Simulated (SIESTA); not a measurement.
Crystal: Ti.

```
CELL_PARAMETERS angstrom
4.56737 0.00000 0.00000
-2.28369 3.95546 0.00000
0.00000 0.00000 2.82624
ATOMIC_POSITIONS crystal
Ti 0.66667 0.33333 0.50000
Ti 0.33333 0.66667 0.50000
Ti 0.00000 0.00000 0.00000
```

This isn't the form of Ti at room conditions, which is hcp.

Base run:

```yaml
Program: SIESTA 5.4.2
Functional: PBEsol
Potentials_or_basis: PseudoDojo 0.4 standard (PBEsol files)
Basis: SZP (energy shift 0.003 Ry)
Grid_cutoff: 800 Ry
Energy_shift: 0.003 Ry
k_mesh: 7 × 7 × 9
Occupations: fermi-dirac, width 0.05 eV
Spin: no spin polarisation
```

Its results: band gap on the k mesh none (metal or under the smearing width); pressure -0.4 GPa.

Problem. The run is repeated on the same cell with these changes: basis from SZP (energy shift 0.003 Ry) to DZP (energy shift 0.003 Ry; two zetas on semicore shells). What comes out?

Solution. Band gap on the k mesh none (metal or under the smearing width); pressure -3.3 GPa.

Caveats: the basis of atomic orbitals isn't converged, which shifts pressures, moduli and gaps.
